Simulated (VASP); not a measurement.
# BP (F-43m) in VASP: settings compared

The runs below take BP through relaxation of cell and atoms, with RPBE, PBEsol.

Program: VASP 6.6.1. These are calculated values, not measurements. Logs are shortened: lines on timing, memory, paths and dates and some standing lists are left out, and cuts for length are marked.

### Step 1. The crystal as given

The structure is cubic, space group F-43m (No. 216). The conventional cell has a = 4.538 Å, b = 4.538 Å, c = 4.538 Å, α = 90.00°, β = 90.00°, γ = 90.00°. B (site symmetry -43m) is surrounded by 4 P at 1.97 Å. P (site symmetry -43m) has 4 B at 1.97 Å as nearest neighbours.

### Step 2. Relaxation of cell and atoms, RPBE

Input file INCAR:

```
SYSTEM = BP
ALGO = Normal
EDIFF = 1E-6
EDIFFG = -0.01
ENCUT = 600
GGA = RP
IBRION = 2
ISIF = 3
ISMEAR = 0
LASPH = .True.
LCHARG = .False.
LREAL = .False.
LWAVE = .False.
NELM = 80
NSW = 90
PREC = Accurate
SIGMA = 0.03
```

Input file KPOINTS:

```
k-points
0
Gamma
  10 10 10
  0 0 0
```

Input file POSCAR:

```
BP
1.0
    0.0000000000      2.2690000000      2.2690000000
    2.2690000000      0.0000000000      2.2690000000
    2.2690000000      2.2690000000      0.0000000000
B P
1 1
Direct
    0.0000000000      0.0000000000      0.0000000000
    0.2500000000      0.2500000000      0.2500000000
```

Potentials or basis: VASP PAW PBE potentials, release 64 (B, P).

Launch:

```
$ cat potpaw_PBE.64/B/POTCAR potpaw_PBE.64/P/POTCAR > POTCAR
$ mpirun -np 1 vasp_std > vasp.out
```

OUTCAR:

```text
SYSTEM = BP
   EDIFF = 1E-6
   EDIFFG = -0.01
   ENCUT = 600
   GGA = RP
   IBRION = 2
   ISIF = 3
   ISMEAR = 0
   LASPH = .True.
   LREAL = .False.
   NELM = 80
   NSW = 90
   PREC = Accurate

 ion  position               nearest neighbor table
   1  0.000  0.000  0.000-   2 1.97   2 1.97   2 1.97   2 1.97
   2  0.250  0.250  0.250-   1 1.97   1 1.97   1 1.97   1 1.97

  LATTYP: Found a face centered cubic cell.
 ALAT       =     4.5380000000

  Lattice vectors:

 A1 = (   0.0000000000,   2.2690000000,   2.2690000000)
 A2 = (   2.2690000000,   0.0000000000,   2.2690000000)
 A3 = (   2.2690000000,   2.2690000000,   0.0000000000)

Analysis of symmetry for initial positions (statically):
=====================================================================
 Subroutine PRICEL returns:
 Original cell was already a primitive cell.

 Routine SETGRP: Setting up the symmetry group for a
 face centered cubic supercell.

 Subroutine GETGRP returns: Found 24 space group operations
 (whereof 24 operations were pure point group operations)
 out of a pool of 48 trial point group operations.

The static configuration has the point symmetry T_d .

Analysis of symmetry for dynamics (positions and initial velocities):
=====================================================================
 Subroutine PRICEL returns:
 Original cell was already a primitive cell.

 Routine SETGRP: Setting up the symmetry group for a
 face centered cubic supercell.

 Subroutine GETGRP returns: Found 24 space group operations
 (whereof 24 operations were pure point group operations)
 out of a pool of 48 trial point group operations.

The dynamic configuration has the point symmetry T_d .

 Subroutine INISYM returns: Found 24 space group operations
 (whereof 24 operations are pure point group operations),
 and found     1 'primitive' translations

----------------------------------------------------------------------------------------

                                     Primitive cell

  volume of cell :      23.3633

  direct lattice vectors                    reciprocal lattice vectors
     0.000000000  2.269000000  2.269000000    -0.220361393  0.220361393  0.220361393
     2.269000000  0.000000000  2.269000000     0.220361393 -0.220361393  0.220361393
     2.269000000  2.269000000  0.000000000     0.220361393  0.220361393 -0.220361393

  length of vectors
     3.208850573  3.208850573  3.208850573     0.381677128  0.381677128  0.381677128

  position of ions in fractional coordinates (direct lattice)
     0.000000000  0.000000000  0.000000000
     0.250000000  0.250000000  0.250000000

  ion indices of the primitive-cell ions
   primitive index   ion index
                 1           1
                 2           2

----------------------------------------------------------------------------------------

 KPOINTS: k-points

Automatic generation of k-mesh.
 Grid dimensions read from file:
 generate k-points for:   10   10   10

 Generating k-lattice:

  Cartesian coordinates                     Fractional coordinates (reciprocal lattice)
    -0.022036139  0.022036139  0.022036139     0.100000000  0.000000000  0.000000000
     0.022036139 -0.022036139  0.022036139     0.000000000  0.100000000  0.000000000
     0.022036139  0.022036139 -0.022036139     0.000000000  0.000000000  0.100000000

  Length of vectors
     0.038167713  0.038167713  0.038167713

  Shift w.r.t. Gamma in fractional coordinates (k-lattice)
     0.000000000  0.000000000  0.000000000

 Subroutine IBZKPT returns following result:
 ===========================================

 Found     47 irreducible k-points:

 Following reciprocal coordinates:
            Coordinates               Weight
  0.000000  0.000000  0.000000      1.000000
  0.100000  0.000000  0.000000      8.000000
  0.200000  0.000000  0.000000      8.000000
  0.300000  0.000000  0.000000      8.000000
  0.400000  0.000000  0.000000      8.000000
  0.500000  0.000000  0.000000      4.000000
[... 16 lines left out ...]
  0.300000  0.300000  0.000000      6.000000
  0.400000  0.300000  0.000000     24.000000
 [... further k-points ...]
   k-points           NKPTS =     47   k-points in BZ     NKDIM =     47   number of bands    NBANDS=      8
   number of dos      NEDOS =    301   number of ions     NIONS =      2
   total plane-waves  NPLWV =  21952
   dimension x,y,z NGX =    28 NGY =   28 NGZ =   28
   dimension x,y,z NGXF=    56 NGYF=   56 NGZF=   56
   ions per type =               1   1
   NGX,Y,Z   is equivalent  to a cutoff of  14.51, 14.51, 14.51 a.u.
   NGXF,Y,Z  is equivalent  to a cutoff of  29.01, 29.01, 29.01 a.u.
 SYSTEM =  BP
   PREC   = accura    normal or accurate (medium, high low for compatibility)
   ISTART =      0    job   : 0-new  1-cont  2-samecut
   ICHARG =      2    charge: 1-file 2-atom 10-const
   ISPIN  =      1    spin polarized calculation?
   LNONCOLLINEAR =      F non collinear calculations
   LSORBIT =      F    spin-orbit coupling
   LASPH  =      T    aspherical Exc in radial PAW
   ENCUT  =  600.0 eV  44.10 Ry    6.64 a.u.   6.41  6.41  6.41*2*pi/ulx,y,z
   NELM   =     80;   NELMIN=  2; NELMDL= -5     # of ELM steps
   EDIFF  = 0.1E-05   stopping-criterion for ELM
   LREAL  =      F    real-space projection
   EDIFFG = -.1E-01   stopping-criterion for IOM
   NSW    =     90    number of steps for IOM
   IBRION =      2    ionic relax: 0-MD 1-quasi-New 2-CG
   NFREE  =      1    steps in history (QN), initial steepest desc. (CG)
   ISIF   =      3    stress and relaxation
   ISYM   =      2    0-nonsym 1-usesym 2-fastsym
   POTIM  = 0.5000    time-step for ionic-motion
   TEBEG  =    0.0;   TEEND  =   0.0 temperature during run
   PSTRESS=    0.0 pullay stress
   NELECT =       8.0000    total number of electrons
   NUPDOWN=      -1.0000    fix difference up-down
   EMIN   =  10.00;   EMAX   =-10.00  energy-range for DOS
   EFERMI =   0.00;   METHOD = LEGACY
   ISMEAR =     0;   SIGMA  =   0.03  broadening in eV -4-tet -1-fermi 0-gaus
   EFERMI_NEDOS =   21; number of points for ismear=-14 and -15
   IALGO  =     38    algorithm
   IMIX   =      4    mixing-type and parameters
     AMIX     =   0.40;   BMIX     =  1.00
     AMIX_MAG =   1.60;   BMIX_MAG =  1.00
  volume/ion in A,a.u.               =      11.68        78.83
  Fermi-wavevector in a.u.,A,eV,Ry     =   1.145320  2.164342 17.847562  1.311759
  Thomas-Fermi vector in A             =   2.282009
   LORBIT       =      0    0 simple, 1 ext, 2 COOP (PROOUT), +10 PAW based schemes
   GGA     = RP    functional components
   LHFCALC =     F    Hartree Fock is set to
   AEXX    =    0.0000 exact exchange contribution
   IVDW    =     0    specifies the selected vdW correction
   LEPSILON=     F    determine dielectric tensor
   LRPA    =     F    only Hartree local field effects (RPA)
 conjugate gradient relaxation of ions
 non-spin polarized calculation
 Gauss-broadening in eV      SIGMA  =   0.03
  energy-cutoff  :      600.00
  volume of cell :       23.36
 maximum number of plane-waves:       794
 NGX is ok and might be reduce to    28
   NGX = 13   NGY = 13   NGZ = 13

--------------------------------------- Ionic step        1  -------------------------------------------

 number of electron       8.0000000 magnetization

 Free energy of the ion-electron system (eV)
  ---------------------------------------------------
  ext. energy  EPLUGINS =         0.00000000
  ---------------------------------------------------
  free energy    TOTEN  =       -12.27099256 eV

  energy without entropy =      -12.27099256  energy(sigma->0) =      -12.27099256

------------------------ aborting loop because EDIFF is reached ----------------------------------------

  FORCE on cell =-STRESS in cart. coord.  units (eV):
  Direction    XX          YY          ZZ          XY          YZ          ZX
  --------------------------------------------------------------------------------------
  -------------------------------------------------------------------------------------
  Total        0.5107190      0.5107190      0.5107190      0.0000000      0.0000000     -0.0000000
  in kB       35.0234624     35.0234624     35.0234624      0.0000000      0.0000000     -0.0000000
  external PRESSURE =      35.0234624 kB  Pullay stress =       0.0000000 kB

 VOLUME and BASIS-vectors are now :
 -----------------------------------------------------------------------------
  energy-cutoff  :      600.00
  volume of cell :       23.36
      direct lattice vectors                 reciprocal lattice vectors
     0.000000000  2.269000000  2.269000000    -0.220361393  0.220361393  0.220361393
     2.269000000  0.000000000  2.269000000     0.220361393 -0.220361393  0.220361393
     2.269000000  2.269000000  0.000000000     0.220361393  0.220361393 -0.220361393
[... 37 lines left out ...]
 POSITION                                       TOTAL-FORCE (eV/Angst)
 -----------------------------------------------------------------------------------
      4.59390      4.59390      4.59390         0.000000      0.000000      0.000000
      1.14848      1.14848      1.14848        -0.000000     -0.000000     -0.000000
 -----------------------------------------------------------------------------------
    total drift:                               -0.000000     -0.000000     -0.000000

  FREE ENERGIE OF THE ION-ELECTRON SYSTEM (eV)
  ---------------------------------------------------
  free  energy   TOTEN  =       -12.2737944117 eV

  energy  without entropy=      -12.2737944117  energy(sigma->0) =      -12.27379441

--------------------------------------- Ionic step        3  -------------------------------------------

 number of electron       8.0000000 magnetization

 Free energy of the ion-electron system (eV)
  ---------------------------------------------------
  ext. energy  EPLUGINS =         0.00000000
  ---------------------------------------------------
  free energy    TOTEN  =       -12.27644609 eV

  energy without entropy =      -12.27644609  energy(sigma->0) =      -12.27644609

 E-fermi :   7.4080     XC(G=0): -10.7392

 val. band max:        7.2674198243   @ k =   0.0000   0.0000   0.0000
 cond. band min:       8.5509761881   @ k =   0.4000   0.4000   0.0000
 fundamental gap:      1.2835563637
 Fermi energy:         7.4079636633

 k-point     1 :       0.0000    0.0000    0.0000
  band No.  band energies     occupation
      1      -8.0181      2.00000
      2       7.2674      2.00000
      3       7.2674      2.00000
      4       7.2674      2.00000
      5      10.6306      0.00000
      6      10.6306      0.00000
      7      10.6306      0.00000
      8      14.3572      0.00000

 k-point     2 :       0.1000    0.0000    0.0000
  band No.  band energies     occupation
      1      -7.8410      2.00000
      2       5.9764      2.00000
      3       6.9772      2.00000
      4       6.9772      2.00000
      5      11.0322      0.00000
      6      11.0322      0.00000
      7      11.0557      0.00000
      8      14.9020      0.00000
[... 221 lines left out ...]
 k-point    23 :       0.3000    0.3000    0.0000
  band No.  band energies     occupation
      1      -5.9410      2.00000
      2       2.4373      2.00000
      3       4.1050      2.00000
      4       4.1050      2.00000
      5       8.8235      0.00000
      6      11.2111      0.00000
      7      16.0143      0.00000
      8      16.0143      0.00000

 k-point    24 :       0.4000    0.3000    0.0000
  band No.  band energies     occupation
      1      -5.1326      2.00000
      2       1.1321      2.00000
      3       3.2971      2.00000
      4       3.8151      2.00000
      5       9.1109      0.00000
      6      10.9229      0.00000
      7      16.6109      0.00000
      8      16.6342      0.00000

 [... further k-points ...]

------------------------ aborting loop because EDIFF is reached ----------------------------------------

  FORCE on cell =-STRESS in cart. coord.  units (eV):
  Direction    XX          YY          ZZ          XY          YZ          ZX
  --------------------------------------------------------------------------------------
  -------------------------------------------------------------------------------------
  Total        0.0010484      0.0010484      0.0010484      0.0000000      0.0000000      0.0000000
  in kB        0.0703647      0.0703647      0.0703647      0.0000000      0.0000000      0.0000000
  external PRESSURE =       0.0703647 kB  Pullay stress =       0.0000000 kB

 VOLUME and BASIS-vectors are now :
 -----------------------------------------------------------------------------
  energy-cutoff  :      600.00
  volume of cell :       23.87
      direct lattice vectors                 reciprocal lattice vectors
     0.000000000  2.285354978  2.285354978    -0.218784392  0.218784392  0.218784392
     2.285354978  0.000000000  2.285354978     0.218784392 -0.218784392  0.218784392
     2.285354978  2.285354978 -0.000000000     0.218784392  0.218784392 -0.218784392

 POSITION                                       TOTAL-FORCE (eV/Angst)
 -----------------------------------------------------------------------------------
      0.00000      0.00000      0.00000        -0.000000     -0.000000     -0.000000
      1.14268      1.14268      1.14268         0.000000      0.000000      0.000000
 -----------------------------------------------------------------------------------
    total drift:                                0.000000      0.000000      0.000000

  FREE ENERGIE OF THE ION-ELECTRON SYSTEM (eV)
  ---------------------------------------------------
  free  energy   TOTEN  =       -12.2764460855 eV

  energy  without entropy=      -12.2764460855  energy(sigma->0) =      -12.27644609

 reached required accuracy - stopping structural energy minimisation
```

Wall time 11 s (1 thread of Intel Xeon 6975P-C (Granite Rapids), shared host); peak memory 0.15 GiB.

Results:

* Free energy: -12.2764 eV
* Relaxed volume: 11.94 Å³/atom
* Relaxed cell: a = 3.232 Å, b = 3.232 Å, c = 3.232 Å, α = 60.00°, β = 60.00°, γ = 60.00°
* Space group after relaxing (to 0.05 Å): F-43m (No. 216)
* Energy gained by relaxing: 2.7 meV/atom
* Ionic steps: 3
* Pressure after relaxing: 0.0 GPa
* Band gap on the k mesh: 1.28 eV, indirect (least direct gap 3.36 eV)

Step by step:
```tsv
step	energy change (eV)	largest force (eV/Å)	pressure (GPa)	volume (Å³)
1	0.0000	0.0000	3.50	23.36
2	-0.0028	0.0000	-2.29	24.24
3	-0.0055	0.0000	0.01	23.87
```

Final structure:
```
B P
1.0
     0.00000    2.28535    2.28535
     2.28535    0.00000    2.28535
     2.28535    2.28535    0.00000
B P
1 1
Direct
  0.00000 0.00000 0.00000
  0.25000 0.25000 0.25000
```

Levels at points of the mesh, in eV from the valence-band top:
```csv
k point,band 2,band 3,band 4,band 5,band 6,band 7
"(0.00, 0.00, 0.00)",0.00,0.00,0.00,3.36,3.36,3.36
"(0.50, 0.00, 0.00)",-8.89,-1.73,-1.73,3.66,4.69,4.69
"(0.50, 0.50, 0.00)",-8.51,-4.04,-4.04,1.38,1.72,11.96
```

Caveat: the PAW data sets were made with another functional, which shifts forces and pressure a little. Zero-point motion and thermal expansion aren't in these numbers.

### Step 3. Relaxation of cell and atoms, RPBE

This run uses another cell than the first one, of 11.94 Å³/atom, 1.022 times its volume.

INCAR, as its differences from that of step 2:

```diff
@@ -2,4 +2,4 @@
 ALGO = Normal
-EDIFF = 1E-6
-EDIFFG = -0.01
+EDIFF = 1E-7
+EDIFFG = -0.005
 ENCUT = 600
```

KPOINTS is that of step 2.

Input file POSCAR:

```
BP                                      
1.0
    0.0000000000      2.2853549780      2.2853549780
    2.2853549780      0.0000000000      2.2853549780
    2.2853549780      2.2853549780     -0.0000000000
  B               P             
     1     1
Direct
     0.0000000000000000    0.0000000000000000    0.0000000000000000
     0.2500000000000000    0.2500000000000000    0.2500000000000000
```

Potentials or basis: VASP PAW PBE potentials, release 64 (B, P).

Launch:

```
$ cat potpaw_PBE.64/B/POTCAR potpaw_PBE.64/P/POTCAR > POTCAR
$ mpirun -np 1 vasp_std > vasp.out
```

It took 5.8 s on 1 thread of Intel Xeon 6975P-C (Granite Rapids), shared host; peak memory 0.15 GiB.

The run converged. Its results:

- Free energy: -12.2766 eV
- Pressure after relaxing: 0.0 GPa
- Band gap on the k mesh: 1.28 eV, indirect (least direct gap 3.36 eV)

Final structure:
```
CELL_PARAMETERS angstrom
0.00000 2.28535 2.28535
2.28535 0.00000 2.28535
2.28535 2.28535 0.00000
ATOMIC_POSITIONS crystal
B 0.00000 0.00000 0.00000
P 0.25000 0.25000 0.25000
```

Levels at points of the mesh, in eV from the valence-band top:
| k point | band 1 | band 2 | band 3 | band 4 | band 5 | band 6 | band 7 | band 8 |
| --- | --- | --- | --- | --- | --- | --- | --- | --- |
| (0.00, 0.00, 0.00) | -15.29 | 0.00 | 0.00 | 0.00 | 3.36 | 3.36 | 3.36 | 7.09 |
| (0.50, 0.00, 0.00) | -12.04 | -8.89 | -1.73 | -1.73 | 3.66 | 4.69 | 4.69 | 10.15 |
| (0.50, 0.50, 0.00) | -10.53 | -8.51 | -4.04 | -4.04 | 1.38 | 1.72 | 11.96 | 11.96 |

Caveat: the relaxation stopped at its first step, so nothing moved; the PAW data sets were made with another functional, which shifts forces and pressure a little. As with any semilocal functional, this RPBE gap is likely too small.

### Step 4. Relaxation of cell and atoms, PBEsol

Input file INCAR:

```
SYSTEM = BP
PREC = Accurate
ENCUT = 600
EDIFF = 1E-6
ISMEAR = 0
SIGMA = 0.03
LREAL = .False.
LASPH = .True.
NELM = 80
ALGO = Normal
ISIF = 3
LWAVE = .False.
LCHARG = .False.
GGA = PS
IBRION = 2
NSW = 90
EDIFFG = -0.01
```

Input file KPOINTS:

```
Automatic mesh
0
Gamma
  10 10 10
  0 0 0
```

Input file POSCAR:

```
BP
1.0
    0.0000000000      2.2690000000      2.2690000000
    2.2690000000      0.0000000000      2.2690000000
    2.2690000000      2.2690000000      0.0000000000
B P
1 1
Direct
    0.0000000000      0.0000000000      0.0000000000
    0.2500000000      0.2500000000      0.2500000000
```

Launch:

```
$ cat potpaw_PBE.64/B/POTCAR potpaw_PBE.64/P/POTCAR > POTCAR
$ mpirun -np 1 vasp_std > vasp.out
```

Run time: 32 s. Hardware: 1 thread of Intel Xeon Platinum 8259CL at 2.50GHz (Skylake/Cascade Lake), shared host; peak memory 0.15 GiB.

It converged, with:

```yaml
Free_energy: -13.6754 eV
Relaxed_volume: 11.55 Å³/atom
Relaxed_cell: a = 3.197 Å, b = 3.197 Å, c = 3.197 Å, α = 60.00°, β = 60.00°, γ = 60.00°
Space_group_after_relaxing_to_0.05_Å: F-43m (No. 216)
Energy_gained_by_relaxing: 0.8 meV/atom
Ionic_steps: 3
Pressure_after_relaxing: 0.0 GPa
Band_gap_on_the_k_mesh: 1.12 eV, indirect (least direct gap 3.37 eV)
```

The path:
| step | energy change (eV) | largest force (eV/Å) | pressure (GPa) | volume (Å³) |
| --- | --- | --- | --- | --- |
| 1 | 0.0000 | 0.0000 | -1.85 | 23.36 |
| 2 | -0.0006 | 0.0000 | 1.45 | 22.91 |
| 3 | -0.0015 | 0.0000 | 0.00 | 23.10 |

Final structure:
```
CELL_PARAMETERS angstrom
0.00000 2.26055 2.26055
2.26055 0.00000 2.26055
2.26055 2.26055 0.00000
ATOMIC_POSITIONS crystal
B 0.00000 0.00000 0.00000
P 0.25000 0.25000 0.25000
```

Levels at points of the mesh, in eV from the valence-band top:
| k point | band 2 | band 3 | band 4 | band 5 | band 6 | band 7 |
| --- | --- | --- | --- | --- | --- | --- |
| (0.00, 0.00, 0.00) | 0.00 | 0.00 | 0.00 | 3.37 | 3.37 | 3.37 |
| (0.50, 0.00, 0.00) | -9.18 | -1.78 | -1.78 | 3.80 | 4.66 | 4.66 |
| (0.50, 0.50, 0.00) | -8.66 | -4.19 | -4.19 | 1.20 | 1.51 | 12.20 |

Caveat: the PAW data sets were made with another functional, which shifts forces and pressure a little. A k mesh can miss the band edges.
